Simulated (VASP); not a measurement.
# Te2Pt (P-3m1) in VASP: single point with PBE

Aim: the single point of Te2Pt with PBE.

Everything below comes from runs of VASP 6.6.1. Logs are shortened: lines on timing, memory, paths and dates and some standing lists are left out, and cuts for length are marked.

### 1 Starting point

Symmetry: P-3m1, No. 164, trigonal system. Conventional cell: a = 4.018 Å, b = 4.018 Å, c = 5.212 Å, α = 90.00°, β = 90.00°, γ = 120.00°. Around Te (site symmetry 3m) lie 3 Pt at 2.66 Å. Around Pt (site symmetry -3m) lie 6 Te at 2.66 Å.

### 2 Single point, PBE

Input file INCAR:

```
ALGO = Normal
EDIFF = 1E-5
ENCUT = 520
GGA = PE
ISIF = 2
ISMEAR = 0
LASPH = T
LCHARG = F
LREAL = F
LWAVE = F
NBANDS = 18
NELM = 60
PREC = Accurate
SIGMA = 0.05
```

Input file KPOINTS:

```
k-points
0
Gamma
  6 6 4
```

Input file POSCAR:

```
Te2Pt
1.0
    4.0180000800      0.0000000000      0.0000000000
   -2.0090000400      3.4796901400      0.0000000000
    0.0000000000      0.0000000000      5.2119998900
Te Pt
2 1
Direct
    0.3333333300      0.6666666700      0.2500000000
    0.6666666700      0.3333333300      0.7500000000
    0.0000000000      0.0000000000      0.0000000000
```

Potentials or basis: VASP PAW PBE potentials, release 64 (Te, Pt).

The run is started by

```bash
$ cat potpaw_PBE.64/Te/POTCAR potpaw_PBE.64/Pt/POTCAR > POTCAR
$ mpirun -np 1 vasp_std > vasp.out
```

OUTCAR:

```text
EDIFF = 1E-5
   ENCUT = 520
   GGA = PE
   ISIF = 2
   ISMEAR = 0
   LASPH = T
   LREAL = F
   NELM = 60
   PREC = Accurate

 ion  position               nearest neighbor table
   1  0.333  0.667  0.250-   3 2.66   3 2.66   3 2.66   2 3.49   2 3.49   2 3.49   2 3.49   2 3.49
                             2 3.49
   2  0.667  0.333  0.750-   3 2.66   3 2.66   3 2.66   1 3.49   1 3.49   1 3.49   1 3.49   1 3.49
                             1 3.49
   3  0.000  0.000  0.000-   1 2.66   2 2.66   1 2.66   2 2.66   2 2.66   1 2.66

  LATTYP: Found a hexagonal cell.
 ALAT       =     4.0180000800
 C/A-ratio  =     1.2971627143

  Lattice vectors:

 A1 = (   4.0180000800,   0.0000000000,   0.0000000000)
 A2 = (  -2.0090000400,   3.4796901400,   0.0000000000)
 A3 = (   0.0000000000,   0.0000000000,   5.2119998900)

Analysis of symmetry for initial positions (statically):
=====================================================================
 Subroutine PRICEL returns:
 Original cell was already a primitive cell.

 Routine SETGRP: Setting up the symmetry group for a
 hexagonal supercell.

 Subroutine GETGRP returns: Found 12 space group operations
 (whereof 12 operations were pure point group operations)
 out of a pool of 24 trial point group operations.

The static configuration has the point symmetry D_3d.

Analysis of symmetry for dynamics (positions and initial velocities):
=====================================================================
 Subroutine PRICEL returns:
 Original cell was already a primitive cell.

 Routine SETGRP: Setting up the symmetry group for a
 hexagonal supercell.

 Subroutine GETGRP returns: Found 12 space group operations
 (whereof 12 operations were pure point group operations)
 out of a pool of 24 trial point group operations.

The dynamic configuration has the point symmetry D_3d.

 Subroutine INISYM returns: Found 12 space group operations
 (whereof 12 operations are pure point group operations),
 and found     1 'primitive' translations

----------------------------------------------------------------------------------------

                                     Primitive cell

  volume of cell :      72.8710

  direct lattice vectors                    reciprocal lattice vectors
     4.018000080  0.000000000  0.000000000     0.248880035  0.143690955  0.000000000
    -2.009000040  3.479690140  0.000000000     0.000000000  0.287381910  0.000000000
     0.000000000  0.000000000  5.211999890     0.000000000  0.000000000  0.191864931

  length of vectors
     4.018000080  4.018000079  5.211999890     0.287381910  0.287381910  0.191864931

  position of ions in fractional coordinates (direct lattice)
     0.333333330  0.666666670  0.250000000
     0.666666670  0.333333330  0.750000000
     0.000000000  0.000000000  0.000000000

  ion indices of the primitive-cell ions
   primitive index   ion index
                 1           1
                 2           2
                 3           3

----------------------------------------------------------------------------------------

 KPOINTS: k-points

Automatic generation of k-mesh.
 Grid dimensions read from file:
 generate k-points for:    6    6    4

 Generating k-lattice:

  Cartesian coordinates                     Fractional coordinates (reciprocal lattice)
     0.041480006  0.023948493  0.000000000     0.166666667  0.000000000  0.000000000
     0.000000000  0.047896985  0.000000000     0.000000000  0.166666667  0.000000000
     0.000000000  0.000000000  0.047966233     0.000000000  0.000000000  0.250000000

  Length of vectors
     0.047896985  0.047896985  0.047966233

  Shift w.r.t. Gamma in fractional coordinates (k-lattice)
     0.000000000  0.000000000  0.000000000

 Subroutine IBZKPT returns following result:
 ===========================================

 Found     24 irreducible k-points:

 Following reciprocal coordinates:
            Coordinates               Weight
  0.000000  0.000000  0.000000      1.000000
  0.166667 -0.000000  0.000000      6.000000
  0.333333 -0.000000  0.000000      6.000000
  0.500000 -0.000000  0.000000      3.000000
  0.166667  0.166667  0.000000      6.000000
  0.333333  0.166667  0.000000     12.000000
[... 16 lines left out ...]
  0.333333  0.166667  0.500000     12.000000
  0.333333  0.333333  0.500000      2.000000
   k-points           NKPTS =     24   k-points in BZ     NKDIM =     24   number of bands    NBANDS=     18
   number of dos      NEDOS =    301   number of ions     NIONS =      3
   total plane-waves  NPLWV =  36000
   dimension x,y,z NGX =    30 NGY =   30 NGZ =   40
   dimension x,y,z NGXF=    60 NGYF=   60 NGZF=   80
   ions per type =               2   1
   NGX,Y,Z   is equivalent  to a cutoff of  12.41, 12.41, 12.76 a.u.
   NGXF,Y,Z  is equivalent  to a cutoff of  24.83, 24.83, 25.52 a.u.
 SYSTEM =  unknown system
   PREC   = accura    normal or accurate (medium, high low for compatibility)
   ISTART =      0    job   : 0-new  1-cont  2-samecut
   ICHARG =      2    charge: 1-file 2-atom 10-const
   ISPIN  =      1    spin polarized calculation?
   LNONCOLLINEAR =      F non collinear calculations
   LSORBIT =      F    spin-orbit coupling
   LASPH  =      T    aspherical Exc in radial PAW
   ENCUT  =  520.0 eV  38.22 Ry    6.18 a.u.   7.47  7.47  9.69*2*pi/ulx,y,z
   NELM   =     60;   NELMIN=  2; NELMDL= -5     # of ELM steps
   EDIFF  = 0.1E-04   stopping-criterion for ELM
   LREAL  =      F    real-space projection
   EDIFFG = 0.1E-03   stopping-criterion for IOM
   NSW    =      0    number of steps for IOM
   IBRION =     -1    ionic relax: 0-MD 1-quasi-New 2-CG
   NFREE  =      0    steps in history (QN), initial steepest desc. (CG)
   ISIF   =      2    stress and relaxation
   ISYM   =      2    0-nonsym 1-usesym 2-fastsym
   POTIM  = 0.5000    time-step for ionic-motion
   TEBEG  =    0.0;   TEEND  =   0.0 temperature during run
   PSTRESS=    0.0 pullay stress
   NELECT =      22.0000    total number of electrons
   NUPDOWN=      -1.0000    fix difference up-down
   EMIN   =  10.00;   EMAX   =-10.00  energy-range for DOS
[... 5 lines left out ...]
     AMIX     =   0.40;   BMIX     =  1.00
     AMIX_MAG =   1.60;   BMIX_MAG =  1.00
  volume/ion in A,a.u.               =      24.29       163.92
  Fermi-wavevector in a.u.,A,eV,Ry     =   1.098240  2.075373 16.410422  1.206132
  Thomas-Fermi vector in A             =   2.234614
   LORBIT       =      0    0 simple, 1 ext, 2 COOP (PROOUT), +10 PAW based schemes
   GGA     = PE    functional components
[... 5 lines left out ...]
 non-spin polarized calculation
 Gauss-broadening in eV      SIGMA  =   0.05
  energy-cutoff  :      520.00
  volume of cell :       72.87
 maximum number of plane-waves:      2000
 NGX is ok and might be reduce to    30
   NGX = 15   NGY = 15   NGZ = 19

 number of electron      21.9999997 magnetization

 Free energy of the ion-electron system (eV)
  ---------------------------------------------------
  ext. energy  EPLUGINS =         0.00000000
  ---------------------------------------------------
  free energy    TOTEN  =       -13.44983036 eV

  energy without entropy =      -13.44893155  energy(sigma->0) =      -13.44938095

 E-fermi :   8.9017     XC(G=0): -10.5384

 val. band max:        8.8699477724   @ k =   0.0000   0.3333   0.2500
 cond. band min:       8.9580748803   @ k =   0.0000   0.0000   0.2500
 fundamental gap:      0.0881271078
 Fermi energy:         8.9016620761

 k-point     1 :       0.0000    0.0000    0.0000
  band No.  band energies     occupation
      1      -5.3899      2.00000
      2      -1.8649      2.00000
      3       2.0060      2.00000
      4       2.7962      2.00000
      5       2.7962      2.00000
      6       4.8624      2.00000
[... 10 lines left out ...]
     17      14.6829      0.00000
     18      18.1662      0.00000

 k-point     2 :       0.1667   -0.0000    0.0000
  band No.  band energies     occupation
      1      -5.0811      2.00000
      2      -2.0503      2.00000
      3       2.3378      2.00000
      4       2.9678      2.00000
      5       3.0367      2.00000
      6       4.5685      2.00000
[... 10 lines left out ...]
     17      15.4291      0.00000
     18      16.2333      0.00000

 k-point     3 :       0.3333   -0.0000    0.0000
  band No.  band energies     occupation
      1      -4.2522      2.00000
      2      -2.5014      2.00000
      3       2.7068      2.00000
      4       3.3418      2.00000
      5       3.3919      2.00000
      6       3.9448      2.00000
[... 10 lines left out ...]
     17      15.0413      0.00000
     18      16.5230      0.00000

 k-point     4 :       0.5000   -0.0000    0.0000
  band No.  band energies     occupation
      1      -3.3846      2.00000
      2      -3.0883      2.00000
      3       1.9496      2.00000
      4       3.5052      2.00000
      5       3.8663      2.00000
      6       4.9850      2.00000
[... 375 lines left out ...]
      4       2.9152      2.00000
      5       3.6672      2.00000
      6       4.2448      2.00000
[... 10 lines left out ...]
     17      16.0827      0.00000
     18      16.8002      0.00000

 k-point    23 :       0.3333    0.1667    0.5000
  band No.  band energies     occupation
      1      -3.2474      2.00000
      2      -3.0357      2.00000
      3       1.9200      2.00000
      4       2.6634      2.00000
      5       3.5766      2.00000
      6       4.2475      2.00000
[... 10 lines left out ...]
     17      16.4576      0.00000
     18      17.2372      0.00000

 k-point    24 :       0.3333    0.3333    0.5000
  band No.  band energies     occupation
      1      -2.9934      2.00000
      2      -2.9934      2.00000
      3       2.5946      2.00000
      4       2.5946      2.00000
      5       2.5978      2.00000
      6       4.6348      2.00000
[... 10 lines left out ...]
     17      15.8657      0.00000
     18      17.0601      0.00000

------------------------ aborting loop because EDIFF is reached ----------------------------------------

  FORCE on cell =-STRESS in cart. coord.  units (eV):
  Direction    XX          YY          ZZ          XY          YZ          ZX
  --------------------------------------------------------------------------------------
  -------------------------------------------------------------------------------------
  Total        3.6524414      3.6524414      3.1577048     -0.0000000     -0.0000000     -0.0000000
  in kB       80.3043240     80.3043239     69.4268069     -0.0000000     -0.0000000     -0.0000000
  external PRESSURE =      76.6784849 kB  Pullay stress =       0.0000000 kB

 VOLUME and BASIS-vectors are now :
 -----------------------------------------------------------------------------
  energy-cutoff  :      520.00
  volume of cell :       72.87
      direct lattice vectors                 reciprocal lattice vectors
     4.018000080  0.000000000  0.000000000     0.248880035  0.143690955  0.000000000
    -2.009000040  3.479690140  0.000000000     0.000000000  0.287381910  0.000000000
     0.000000000  0.000000000  5.211999890     0.000000000  0.000000000  0.191864931

 POSITION                                       TOTAL-FORCE (eV/Angst)
 -----------------------------------------------------------------------------------
     -0.00000      2.31979      1.30300        -0.000000     -0.000000      0.967271
      2.00900      1.15990      3.90900         0.000000      0.000000     -0.967271
      0.00000      0.00000      0.00000         0.000000      0.000000      0.000000
 -----------------------------------------------------------------------------------
    total drift:                                0.000000      0.000000      0.000000

  FREE ENERGIE OF THE ION-ELECTRON SYSTEM (eV)
  ---------------------------------------------------
  free  energy   TOTEN  =       -13.4498303618 eV

  energy  without entropy=      -13.4489315460  energy(sigma->0) =      -13.44938095
```

It took 15 s on 1 thread of AMD EPYC 9R14 (Zen 4), shared host; peak memory 0.16 GiB.

Results:

* Free energy: -13.4498 eV
* Pressure: 7.7 GPa
* Largest force: 0.967 eV/Å
* Band gap on the k mesh: none (metal or under the smearing width)

Forces on the atoms (eV/Å):
```
Te   0.000  0.000  0.967
Te   0.000  0.000 -0.967
Pt   0.000  0.000  0.000
```

Levels at points of the mesh, in eV from the Fermi level:
```csv
k point,band 9,band 10,band 11,band 12,band 13,band 14
"(0.00, 0.00, 0.00)",-0.61,-0.61,1.13,1.13,1.32,2.70
"(0.50, 0.00, 0.00)",-3.58,-3.49,-2.94,0.20,2.57,3.64
"(0.00, 0.00, 0.50)",-1.39,-1.18,-1.18,2.23,2.23,4.00
"(0.50, 0.00, 0.50)",-3.39,-2.71,-0.82,0.60,1.34,4.23
```
